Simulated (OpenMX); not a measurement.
**TaS2: equation of state with PBE**

The system is TaS2.

```xyz
3
Lattice="3.3500 0.0000 0.0000 -1.6750 2.9012 0.0000 0.0000 0.0000 5.8600" Properties=species:S:1:pos:R:3 pbc="T T T"
Ta    0.0000    0.0000    0.0000
S     1.6750    0.9671    4.3950
S     0.0000    1.9341    1.4650
```

* Program: OpenMX 3.8.5
* Task: equation of state
* Functional: PBE
* Potentials or basis: OpenMX 2013 PBE set, Ta7.0-s3p2d2, S7.0-s2p2d1, fixed grid of 35 × 35 × 70 points
* k mesh: 9 × 9 × 5
* Occupations: fermi-dirac, width 0.05 eV
* Spin: no spin polarisation
* Mixing scheme: rmm-diisk
* SCF threshold: 1e-08 Ha
* Solver: band
* Grid points, held for all volumes: 35 × 35 × 70

```json
{"Equilibrium volume": "20.56 Å³/atom (rough: see the caveat)", "Bulk modulus at fixed shape and positions": "117 GPa (rough)"}
```

Energy against volume, from the lowest point:
```
volume (Å³/atom)  energy (meV/atom)
          17.845             164.02
          18.225             115.94
          18.605              77.28
          18.984              47.11
          19.364              24.66
          19.744               9.16
          20.123               0.00
```

Caveat: the minimum lies outside the volumes run; volumes in these bases differ from converged ones by about 1 %, for some elements by several; the cell was scaled at fixed shape and fractional positions, which overstates the stiffness of a crystal with free parameters, most of all of layers and chains; this functional lacks dispersion, which binds the layers, so the pressure and a relaxed spacing across them are unreliable; the basis of atomic orbitals isn't converged, which shifts pressures, moduli and gaps. Spin-orbit coupling is left out, which matters for the levels of Ta.
